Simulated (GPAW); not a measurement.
# Bi2Te2Se (R-3m) in GPAW: band structure with LDA

Aim: the band structure of Bi2Te2Se with LDA.

All numbers are computed with GPAW 26.7.0; they aren't measurements. Logs are shortened: lines on timing, memory, paths and dates and some standing lists are left out, and cuts for length are marked. The log counts tension as positive stress, the text compression.

## Step 1: Starting point

Symmetry: R-3m, No. 166, trigonal system. Conventional cell: a = 4.322 Å, b = 4.322 Å, c = 31.757 Å, α = 90.00°, β = 90.00°, γ = 120.00°. Around Bi (site symmetry 3m) lie 3 Te at 3.05 Å and 3 Se at 3.11 Å. Around Te (site symmetry 3m) lie 3 Bi at 3.05 Å. Se (site symmetry -3m) is surrounded by 6 Bi at 3.11 Å.

The cell is a database's computed one.

## Step 2: Band structure, LDA

Contents of run.py:

```python
from ase import Atoms
from ase.dft.bandgap import bandgap
from ase.io import write
from ase.units import GPa
from gpaw import GPAW, PW

atoms = Atoms(['Bi', 'Bi', 'Te', 'Te', 'Se'],
              cell=[[2.1609687617, 1.2476358963, 10.5855712543],
                    [-2.1609687617, 1.2476358963, 10.5855712543],
                    [0.0, -2.4952717926, 10.5855712543]],
              scaled_positions=[[0.39172124, 0.39172124, 0.39172124],
                                [0.60827876, 0.60827876, 0.60827876],
                                [0.78040487, 0.78040487, 0.78040487],
                                [0.21959513, 0.21959513, 0.21959513],
                                [0.0, 0.0, 0.0]],
              pbc=True)

calc = GPAW(mode=PW(600),
            xc='LDA',
            kpts={'size': (5, 5, 5), 'gamma': True},
            occupations={'name': 'fermi-dirac', 'width': 0.05},
            nbands=39,
            convergence={'density': 1e-05, 'energy': 1e-05},
            maxiter=150,
            txt='gpaw.txt')
atoms.calc = calc
energy = atoms.get_potential_energy()
forces = atoms.get_forces()
stress = atoms.get_stress()
calc.write('gs.gpw')
write('result.traj', atoms)
print(f'Energy: {energy:.6f} eV')
print('Forces (eV/A):')
print(forces.round(4))
print('Stress (GPa):', (stress / GPa).round(3))
print('Fermi level:', round(calc.get_fermi_level(), 4), 'eV')
print(f'Gap: {bandgap(calc)[0]:.4f} eV, direct: {bandgap(calc, direct=True)[0]:.4f} eV')

path = atoms.cell.bandpath('GLB1,BZGX,QFP1Z,LP', npoints=100, eps=1e-4)
bs_calc = calc.fixed_density(kpts=path, symmetry='off', nbands=67,
                             convergence={'bands': 'CBM+6.0', 'eigenstates': 1e-6}, txt='bands.txt')
bs = bs_calc.band_structure()
bs.write('bs.json')
print(f'Gap on the path: {bandgap(bs_calc)[0]:.4f} eV')
```

Potentials or basis: the program's PAW data sets (release 1.2.1) made for this functional, pw.

Command:

```console
OMP_NUM_THREADS=1 python run.py
```

gpaw.txt:

```text
__  _  _
 | _ |_)|_||  |
 |__||  | ||/\| - 26.7.0

Input parameters:
  mode=PW(ecut=600.0),
  convergence={'density': 1e-05, 'energy': 1e-05},
  kpts=MonkhorstPack(size=(5, 5, 5), gamma=True),
  maxiter=150,
  nbands=39,
  occupations=Occupations(name='fermi-dirac', width=0.05),
  xc=XC(name='LDA')

Diagonalizing LCAO Hamiltonian
Converting LCAO to pw mode

       Te

       Bi

       Bi

       Te

       Se

Atoms  # Å, Bohr magnetons
|   | symbol |        x |         y |         z |    initial magnetic moments |
|---|--------|----------|-----------|-----------|-----------------------------|
| 0 |     Bi | 0.000000 |  0.000000 | 12.439779 | ( 0.0000,  0.0000,  0.0000) |
| 1 |     Bi | 0.000000 |  0.000000 | 19.316934 | ( 0.0000,  0.0000,  0.0000) |
| 2 |     Te | 0.000000 | -0.000000 | 24.783094 | ( 0.0000,  0.0000,  0.0000) |
| 3 |     Te | 0.000000 | -0.000000 |  6.973620 | ( 0.0000,  0.0000,  0.0000) |
| 4 |     Se | 0.000000 |  0.000000 |  0.000000 | ( 0.0000,  0.0000,  0.0000) |

Unit cell  # Å
| periodic |         x |         y |         z |   lengths |    angles |
|----------|-----------|-----------|-----------|-----------|-----------|
|      yes |  2.160969 |  1.247636 | 10.585571 | 10.875693 | 22.921560 |
|      yes | -2.160969 |  1.247636 | 10.585571 | 10.875693 | 22.921560 |
|      yes |  0.000000 | -2.495272 | 10.585571 | 10.875693 | 22.921560 |

Number of symmetries: 12
Symmetry operations  # r_c * U_cc + t_c -> r_c
|    | kind |            matrix            |
|----|------|------------------------------|
|  0 |  E   |  1, 0, 0,  0, 1, 0,  0, 0, 1 |
|  1 |  σ   |  1, 0, 0,  0, 0, 1,  0, 1, 0 |
|  2 |  σ   |  0, 1, 0,  1, 0, 0,  0, 0, 1 |
|  3 |  C3  |  0, 1, 0,  0, 0, 1,  1, 0, 0 |
|  4 |  C3  |  0, 0, 1,  1, 0, 0,  0, 1, 0 |
|  5 |  σ   |  0, 0, 1,  0, 1, 0,  1, 0, 0 |
|  6 |  C2  |  0, 0,-1,  0,-1, 0, -1, 0, 0 |
|  7 |  S6  |  0, 0,-1, -1, 0, 0,  0,-1, 0 |
|  8 |  S6  |  0,-1, 0,  0, 0,-1, -1, 0, 0 |
|  9 |  C2  |  0,-1, 0, -1, 0, 0,  0, 0,-1 |
| 10 |  C2  | -1, 0, 0,  0, 0,-1,  0,-1, 0 |
| 11 |  i   | -1, 0, 0,  0,-1, 0,  0, 0,-1 |

BZ-sampling:
  Number of BZ points: 125
  Number of IBZ points: 19

  Monkhorst-Pack size: [5, 5, 5]
  Monkhorst-Pack shift: [0, 0, 0]

K-points  # in reciprocal-cell coordinates
|     |                                coordinates |     weight |
|-----|--------------------------------------------|------------|
|   0 | (  0.00000000,   0.00000000,   0.00000000) | 0.00800000 |
|   1 | (  0.20000000,   0.00000000,  -0.20000000) | 0.04800000 |
|   2 | (  0.20000000,   0.00000000,   0.00000000) | 0.04800000 |
|   3 | (  0.20000000,   0.20000000,  -0.20000000) | 0.04800000 |
|   4 | (  0.20000000,   0.20000000,   0.00000000) | 0.04800000 |
|   5 | (  0.20000000,   0.20000000,   0.20000000) | 0.01600000 |
|   6 | (  0.40000000,  -0.20000000,  -0.20000000) | 0.04800000 |
|   7 | (  0.40000000,   0.00000000,  -0.40000000) | 0.04800000 |
|   8 | (  0.40000000,   0.00000000,  -0.20000000) | 0.09600000 |
|   9 | (  0.40000000,   0.00000000,   0.00000000) | 0.04800000 |
| ... |                                            |            |
|  18 | (  0.40000000,   0.40000000,   0.40000000) | 0.01600000 |

Plane wave coefficients: 5751
Cutoff: 600.0 eV

Spin-components: 1 (collinear spins)
Bands:           39
Projectors:      27
Spin-degeneracy: 2
Datatype:        complex128

Parallelization:
  kpt:    1
  domain: 1
  band:   1

Density:
  Valence electrons: 48.0
  Components: 1
  Grid points: [63 63 63]
  Charge: 0.0  # |e|

Potential:
  Grid points: [63 63 63]

species:
  Bi:
    name:    Bismuth
    Z:       83.0
    valence: 15
    core:    68
    charge:  0.0  # [|e|]
    compensation charges:
      type: gauss
      rc: 0.38  # [Å]
      lmax: 2
    cutoffs:
      filter: 2.23  # [Å]
      core: 2.33  # [Å]
    projectors
    | kind |    occ | energy [eV] | rcut [Å] |
    |------|--------|-------------|----------|
    |   6s |  2.000 |     -14.665 |    1.286 |
    |   6p |  3.000 |      -4.777 |    1.275 |
    |   5d | 10.000 |     -27.225 |    1.349 |
    |    s |        |      12.546 |    1.286 |
    |    p |        |      22.434 |    1.275 |
    |    d |        |      -0.013 |    1.349 |

    Using partial waves for Bi as LCAO basis

  Te:
    name:    Tellurium
    Z:       52.0
    valence: 6
    core:    46
    charge:  0.0  # [|e|]
    compensation charges:
      type: gauss
      rc: 0.36  # [Å]
      lmax: 2
    cutoffs:
      filter: 2.09  # [Å]
      core: 3.17  # [Å]
    projectors
    | kind |    occ | energy [eV] | rcut [Å] |
    |------|--------|-------------|----------|
    |   5s |  2.000 |     -15.337 |    1.180 |
    |   5p |  4.000 |      -6.113 |    1.196 |
    |    s |        |      11.875 |    1.180 |
    |    p |        |      21.098 |    1.196 |
    |    d |        |       0.000 |    1.238 |

    Using partial waves for Te as LCAO basis

  Se:
    name:    Selenium
    Z:       34.0
    valence: 6
    core:    28
    charge:  0.0  # [|e|]
    compensation charges:
      type: gauss
      rc: 0.27  # [Å]
      lmax: 2
    cutoffs:
      filter: 1.77  # [Å]
      core: 2.67  # [Å]
    projectors
    | kind |    occ | energy [eV] | rcut [Å] |
    |------|--------|-------------|----------|
    |   4s |  2.000 |     -17.472 |    0.847 |
    |   4p |  4.000 |      -6.656 |    1.005 |
    |    s |        |       9.739 |    0.847 |
    |    p |        |      20.555 |    1.005 |
    |    d |        |       0.000 |    0.847 |

    Using partial waves for Se as LCAO basis

Reference energy: -1604368.861276  # eV

eigensolver:
  PPCG
  Converge bands: occupied
  niter=2

density mixing:
  MSR1-Mixer
  Pratt-step length: 0.05
  Maximum mixing coefficient: 0.75
  Old densities: 10
  SVD Regularization: 0.005
  Good broyden scale: 1.0
  Trust region scale: 1.0
  Backstep threshold: 4.0
  History deletion threshold: 6.0
  Fourier metric: weight=20.0, sigma=0.015

occupation numbers:
  Fermi-Dirac:
    width: 0.0500  # eV

poisson solver:
  ecut: 4800.0  # eV

xc functional:
  name: None

convergence criteria:
- Maximum integral of absolute [dens]ity change: 1e-05 electrons / valence electron
- Maximum [total energy] change in last 3 cyles: 1e-05 eV / valence electron
- Maximum integral of absolute [eigenst]ate change: 4e-08 eV^2 / valence electron
maximum number of iterations: 150

SCF iterations
|iter     | |      energy | eigst |  dens |
|---------|-|-------------|-------|-------|
|iter:   1| |  -24.310466 | +0.08 |       |
|iter:   2| |  -24.278164 | -1.92 | -1.27 |
|iter:   3| |  -24.167419 | -2.50 | -1.33 |
|iter:   4| |  -23.992986 | -3.03 | -1.52 |
|iter:   5| |  -23.966155 | -3.68 | -1.85 |
|iter:   6| |  -23.965785 | -4.34 | -2.34 |
|iter:   7| |  -23.965900c| -5.39 | -3.35 |
|iter:   8| |  -23.965943c| -5.64 | -3.77 |
|iter:   9| |  -23.965944c| -6.86 | -4.35 |
|iter:  10| |  -23.965944c| -7.68c| -4.75 |
|iter:  11| |  -23.965944c| -8.29c| -5.42c|

Converged in 11 steps
Energy contributions relative to reference atoms: (reference = -1604368.861276)

Energy contributions:
  Kinetic:          47.329945
  Coulomb:         -47.208862
  Zero:             -2.546971
  External:          0.000000
  Xc:              -21.539881
  Entropy:          -0.000349
  Spinorbit:         0.000000
  ----------------------------
  Free energy:     -23.966118
  Extrapolated:    -23.965944

dipole moment: (0.000000, -0.000000, -117.248677)  # |e|*Ang

Fermi level: 4.768
Eigenvalues  # (at kpt = [0.000, 0.000, 0.000])
| band index |      eig [eV] | occ [0-2] |
|------------|---------------|-----------|
|          0 |       -18.305 |     2.000 |
|        ... |               |           |
|         16 |         2.873 |     2.000 |
|         17 |         2.873 |     2.000 |
|         18 |         2.888 |     2.000 |
|         19 |         3.548 |     2.000 |
|         20 |         3.548 |     2.000 |
|         21 |         3.963 |     2.000 |
[... 8 lines left out ...]
|         30 |        10.409 |     0.000 |
|         31 |        11.027 |     0.000 |
|        ... |               |           |
|         38 |        12.693 |     0.000 |

Gap: 0.345 eV
Transition (v -> c):
  (s=0, k=0, n=23, [0.00, 0.00, 0.00]) -> (s=0, k=0, n=24, [0.00, 0.00, 0.00])
No difference between direct/indirect transitions

Forces  # eV/Ang
|        x |        y |        z |
|----------|----------|----------|
|  0.00000 | -0.00000 | -0.00527 |  # Bi   0
| -0.00000 |  0.00000 |  0.00527 |  # Bi   1
|  0.00000 |  0.00000 | -0.16663 |  # Te   2
| -0.00000 |  0.00000 |  0.16663 |  # Te   3
| -0.00000 |  0.00000 | -0.00000 |  # Se   4

Stress tensor  # eV/Ang^3
|        x |         y |         z |
|----------|-----------|-----------|
| 0.017551 |  0.000000 |  0.000000 |
| 0.000000 |  0.017551 | -0.000000 |
| 0.000000 | -0.000000 |  0.018533 |

# Writing to gs.gpw (mode='')
```

It took 38 min on 1 thread of Arm Neoverse V1, shared host; peak memory 1.4 GiB.

What came out:

| Property | Result |
| --- | --- |
| Free energy | -23.9661 eV |
| Pressure | -2.9 GPa |
| Largest force | 0.167 eV/Å |
| Band gap on the k mesh | 0.34 eV, direct |
| Band gap along the path | 0.34 eV, direct |

Forces on the atoms (eV/Å):
```
Bi   0.000  0.000 -0.005
Bi   0.000  0.000  0.005
Te   0.000  0.000 -0.167
Te   0.000  0.000  0.167
Se   0.000  0.000  0.000
```

Levels at the corners of the path, in eV from the valence-band top:
| point | band 22 | band 23 | band 24 | band 25 | band 26 | band 27 |
| --- | --- | --- | --- | --- | --- | --- |
| Γ | -0.62 | -0.62 | 0.00 | 0.34 | 1.34 | 1.34 |
| L | -1.61 | -0.82 | -0.53 | 1.01 | 1.95 | 2.81 |
| B1 | -1.47 | -0.75 | -0.55 | 1.53 | 2.26 | 2.82 |
| B | -1.47 | -0.75 | -0.55 | 1.53 | 2.26 | 2.82 |
| Z | -0.73 | -0.73 | -0.55 | 0.77 | 1.50 | 1.50 |
| Γ | -0.62 | -0.62 | 0.00 | 0.34 | 1.34 | 1.34 |
| X | -1.44 | -0.82 | -0.54 | 1.54 | 2.50 | 2.56 |
| Q | -1.44 | -0.82 | -0.54 | 1.54 | 2.50 | 2.56 |
| F | -1.36 | -1.04 | -0.93 | 1.56 | 1.70 | 2.37 |
| P1 | -1.07 | -1.06 | -0.98 | 1.46 | 1.83 | 2.23 |
| Z | -0.73 | -0.73 | -0.55 | 0.77 | 1.50 | 1.50 |
| L | -1.61 | -0.82 | -0.53 | 1.01 | 1.95 | 2.81 |
| P | -1.07 | -1.06 | -0.98 | 1.46 | 1.83 | 2.23 |

Caveat: spin-orbit coupling is left out, which as a rule narrows the gap of such compounds by several tenths of an eV; the program warned that so skewed a cell can give wrong results.
